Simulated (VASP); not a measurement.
# K (Fm-3m) in VASP: further runs

One crystal, K, is run at these levels: PBEsol; tasks: single point, relaxation of cell and atoms.

Program: VASP 6.6.1. These are calculated values, not measurements. Logs are shortened: lines on timing, memory, paths and dates and some standing lists are left out, and cuts for length are marked.

### 1 Starting point

It takes space group Fm-3m (No. 225, cubic). Conventional cell: a = 6.520 Å, b = 6.520 Å, c = 6.520 Å, α = 90.00°, β = 90.00°, γ = 90.00°.

This isn't the form of K at room conditions, which is bcc.

### 2 Single point, PBEsol (relaxed again under DFT PBEsol, scalar-relativistic, plane waves, PAW)

File INCAR:

```
SYSTEM = K
ALGO     = Fast           ! electronic algorithm
EDIFF    = 1E-6           ! SCF threshold, eV
ENCUT    = 520            ! plane-wave cutoff, eV
GGA      = PS             ! functional
ISIF     = 2              ! what is computed and relaxed
ISMEAR   = 0              ! smearing method
LASPH    = .TRUE.         ! aspherical terms in the spheres
LCHARG   = .FALSE.        ! write CHGCAR
LREAL    = .FALSE.        ! projectors in reciprocal space
LWAVE    = .FALSE.        ! write WAVECAR
NBANDS   = 10             ! bands
NELM     = 100            ! most SCF steps
PREC     = Accurate       ! precision mode
SIGMA    = 0.1            ! smearing width, eV
```

File KPOINTS:

```
k-points
0
G
  12 12 12
  0 0 0
```

File POSCAR:

```
K
1.0
    0.0000000000      3.2871244494      3.2871244494
    3.2871244494      0.0000000000      3.2871244494
    3.2871244494      3.2871244494      0.0000000000
K
1
Direct
    0.0000000000      0.0000000000      0.0000000000
```

Potentials or basis: VASP PAW PBE potentials, release 64 (K_sv).

The run is started by

```console
cat potpaw_PBE.64/K_sv/POTCAR > POTCAR
mpirun -np 1 vasp_std > vasp.out
```

OUTCAR:

```text
SYSTEM = K
   EDIFF = 1E-6
   ENCUT = 520
   GGA = PS
   ISIF = 2
   ISMEAR = 0
   LASPH = .TRUE.
   LREAL = .FALSE.
   NELM = 100
   PREC = Accurate

 ion  position               nearest neighbor table
   1  0.000  0.000  0.000-

  LATTYP: Found a face centered cubic cell.
 ALAT       =     6.5742488988

  Lattice vectors:

 A1 = (   0.0000000000,   3.2871244494,   3.2871244494)
 A2 = (   3.2871244494,   0.0000000000,   3.2871244494)
 A3 = (   3.2871244494,   3.2871244494,   0.0000000000)

Analysis of symmetry for initial positions (statically):
=====================================================================
 Subroutine PRICEL returns:
 Original cell was already a primitive cell.

 Routine SETGRP: Setting up the symmetry group for a
 face centered cubic supercell.

 Subroutine GETGRP returns: Found 48 space group operations
 (whereof 48 operations were pure point group operations)
 out of a pool of 48 trial point group operations.

The static configuration has the point symmetry O_h .

Analysis of symmetry for dynamics (positions and initial velocities):
=====================================================================
 Subroutine PRICEL returns:
 Original cell was already a primitive cell.

 Routine SETGRP: Setting up the symmetry group for a
 face centered cubic supercell.

 Subroutine GETGRP returns: Found 48 space group operations
 (whereof 48 operations were pure point group operations)
 out of a pool of 48 trial point group operations.

The dynamic configuration has the point symmetry O_h .

 Subroutine INISYM returns: Found 48 space group operations
 (whereof 48 operations are pure point group operations),
 and found     1 'primitive' translations

----------------------------------------------------------------------------------------

                                     Primitive cell

  volume of cell :      71.0360

  direct lattice vectors                    reciprocal lattice vectors
     0.000000000  3.287124449  3.287124449    -0.152108631  0.152108631  0.152108631
     3.287124449  0.000000000  3.287124449     0.152108631 -0.152108631  0.152108631
     3.287124449  3.287124449  0.000000000     0.152108631  0.152108631 -0.152108631

  length of vectors
     4.648695978  4.648695978  4.648695978     0.263459877  0.263459877  0.263459877

  position of ions in fractional coordinates (direct lattice)
     0.000000000  0.000000000  0.000000000

  ion indices of the primitive-cell ions
   primitive index   ion index
                 1           1
[... 78 lines left out ...]
   ISIF   =      2    stress and relaxation
   ISYM   =      2    0-nonsym 1-usesym 2-fastsym
   POTIM  = 0.5000    time-step for ionic-motion
   TEBEG  =    0.0;   TEEND  =   0.0 temperature during run
   PSTRESS=    0.0 pullay stress
   NELECT =       9.0000    total number of electrons
   NUPDOWN=      -1.0000    fix difference up-down
   EMIN   =  10.00;   EMAX   =-10.00  energy-range for DOS
   EFERMI =   0.00;   METHOD = LEGACY
   ISMEAR =     0;   SIGMA  =   0.10  broadening in eV -4-tet -1-fermi 0-gaus
   EFERMI_NEDOS =   21; number of points for ismear=-14 and -15
   IALGO  =     68    algorithm
   IMIX   =      4    mixing-type and parameters
     AMIX     =   0.40;   BMIX     =  1.00
     AMIX_MAG =   1.60;   BMIX_MAG =  1.00
  volume/ion in A,a.u.               =      71.04       479.37
  Fermi-wavevector in a.u.,A,eV,Ry     =   0.822235  1.553800  9.198506  0.676071
  Thomas-Fermi vector in A             =   1.933535
   LORBIT       =      0    0 simple, 1 ext, 2 COOP (PROOUT), +10 PAW based schemes
   GGA     = PS    functional components
   LHFCALC =     F    Hartree Fock is set to
   AEXX    =    0.0000 exact exchange contribution
   IVDW    =     0    specifies the selected vdW correction
   LEPSILON=     F    determine dielectric tensor
   LRPA    =     F    only Hartree local field effects (RPA)
 non-spin polarized calculation
 RMM-DIIS sequential band-by-band and
 Gauss-broadening in eV      SIGMA  =   0.10
  energy-cutoff  :      520.00
  volume of cell :       71.04
 maximum number of plane-waves:      1932
   NGX = 17   NGY = 17   NGZ = 17

 number of electron       9.0000000 magnetization

 Free energy of the ion-electron system (eV)
  ---------------------------------------------------
  ext. energy  EPLUGINS =         0.00000000
  ---------------------------------------------------
  free energy    TOTEN  =        -1.13620839 eV

  energy without entropy =       -1.13246074  energy(sigma->0) =       -1.13433457

 E-fermi :  -0.1112     XC(G=0):  -5.7834

 val. band max:       -0.1679807706   @ k =   0.5000   0.2500   0.0833
 cond. band min:      -0.0921751164   @ k =  -0.4167   0.0833   0.0000
 fundamental gap:      0.0758056542
 Fermi energy:        -0.1112305535

 k-point     1 :       0.0000    0.0000    0.0000
  band No.  band energies     occupation
      1     -32.0598      2.00000
      2     -15.5679      2.00000
      3     -15.5679      2.00000
      4     -15.5679      2.00000
      5      -2.3014      2.00000
      6       4.1534      0.00000
      7       4.1534      0.00000
      8       4.1534      0.00000
      9       5.4411      0.00000
     10       5.4412      0.00000
[... 287 lines left out ...]
 k-point    24 :      -0.4167    0.1667    0.0000
  band No.  band energies     occupation
      1     -32.0548      2.00000
      2     -15.6373      2.00000
      3     -15.5922      2.00000
      4     -15.5813      2.00000
      5       0.3287      0.00000
      6       0.8269      0.00000
      7       3.1164      0.00000
      8       4.1076      0.00000
      9       5.5032      0.00000
     10       5.9727      0.00000

 [... further k-points ...]

------------------------ aborting loop because EDIFF is reached ----------------------------------------

  FORCE on cell =-STRESS in cart. coord.  units (eV):
  Direction    XX          YY          ZZ          XY          YZ          ZX
  --------------------------------------------------------------------------------------
  -------------------------------------------------------------------------------------
  Total       -0.0027926     -0.0027926     -0.0027926      0.0000000      0.0000000      0.0000000
  in kB       -0.0629866     -0.0629866     -0.0629866      0.0000000      0.0000000      0.0000000
  external PRESSURE =      -0.0629866 kB  Pullay stress =       0.0000000 kB

 VOLUME and BASIS-vectors are now :
 -----------------------------------------------------------------------------
  energy-cutoff  :      520.00
  volume of cell :       71.04
      direct lattice vectors                 reciprocal lattice vectors
     0.000000000  3.287124449  3.287124449    -0.152108631  0.152108631  0.152108631
     3.287124449  0.000000000  3.287124449     0.152108631 -0.152108631  0.152108631
     3.287124449  3.287124449  0.000000000     0.152108631  0.152108631 -0.152108631

 POSITION                                       TOTAL-FORCE (eV/Angst)
 -----------------------------------------------------------------------------------
      0.00000      0.00000      0.00000         0.000000      0.000000     -0.000000
 -----------------------------------------------------------------------------------
    total drift:                               -0.000000      0.000000      0.000000

  FREE ENERGIE OF THE ION-ELECTRON SYSTEM (eV)
  ---------------------------------------------------
  free  energy   TOTEN  =        -1.1362083916 eV

  energy  without entropy=       -1.1324607390  energy(sigma->0) =       -1.13433457
```

stdout:

```text
POSCAR found type information on POSCAR K
 POSCAR found :  1 types and       1 ions
 scaLAPACK will be used
 -----------------------------------------------------------------------------
|                                                                             |
|                                                                             |
|     You enforced a specific xc type in the INCAR file but a different       |
|     I HOPE YOU KNOW WHAT YOU ARE DOING!                                     |
|                                                                             |
 -----------------------------------------------------------------------------

 LDA part: xc-table for (Slater+PW92), standard interpolation
 POSCAR, INCAR and KPOINTS ok, starting setup
 FFT: planning ... GRIDC
 FFT: planning ... GRID_SOFT
 FFT: planning ... GRID
 WAVECAR not read
 entering main loop
WARNING in EDDRMM: call to ZHEGV failed, returncode =   6  3      8
```

Run time: 18 s. Hardware: 1 thread of Intel Xeon 6975P-C (Granite Rapids), shared host; peak memory 0.22 GiB.

Results:

```yaml
Free_energy: -1.1362 eV
Pressure: 0.0 GPa
Band_gap_on_the_k_mesh: none (metal or under the smearing width)
```

Caveat: the PAW data sets were made with another functional, which shifts forces and pressure a little.

[end of part 1 of 2]
